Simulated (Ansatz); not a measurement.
MgAl2O4:
Space group Fd-3m, origin choice 1 (No. 227); a = b = c = 8.105 Å, α = β = γ = 90.00°

| atom | site | symmetry | x | y | z |
|---|---|---|---|---|---|
| Mg | 8a | -43m | 0.0000 | 0.0000 | 0.0000 |
| Al | 16d | .-3m | 0.6250 | 0.6250 | 0.6250 |
| O | 32e | .3m | 0.3885 | 0.3885 | 0.3885 |
(The calculation used a cell of 14 atoms; values per cell refer to that cell.)

Relaxed with PBEsol.

Give the optical modes at the zone centre with their infrared activity from DFPT, plane-wave PAW PBEsol (Ansatz code).

Transverse frequencies, without the LO–TO term; a row sums one degenerate level.

| ω (cm⁻¹) | degeneracy | IR ((D/Å)²/amu) | activity |
|---|---|---|---|
| 254 | 3 | 0.00 | IR-inactive |
| 295 | 3 | 5.57 | IR |
| 304 | 3 | 0.00 | IR-inactive |
| 335 | 3 | 0.00 | IR-inactive |
| 385 | 2 | 0.00 | IR-inactive |
| 395 | 2 | 0.00 | IR-inactive |
| 449 | 3 | 0.00 | IR-inactive |
| 469 | 3 | 175.05 | IR |
| 542 | 3 | 0.00 | IR-inactive |
| 567 | 3 | 1.53 | IR |
| 580 | 2 | 0.00 | IR-inactive |
| 646 | 1 | 0.00 | IR-inactive |
| 648 | 3 | 0.00 | IR-inactive |
| 661 | 3 | 48.17 | IR |
| 727 | 1 | 0.00 | IR-inactive |
| 742 | 1 | 0.00 | IR-inactive |

How high does the top mode go among those that the LO–TO term moves?

828 cm⁻¹ for q along x.

The cell was relaxed with PBEsol under the symmetry of its start.

Potentials: the earlier of the program's two PAW sets. The files were generated under PBE; for other functionals the program regenerates the frozen cores, and for LDA and PBEsol the local potential too.
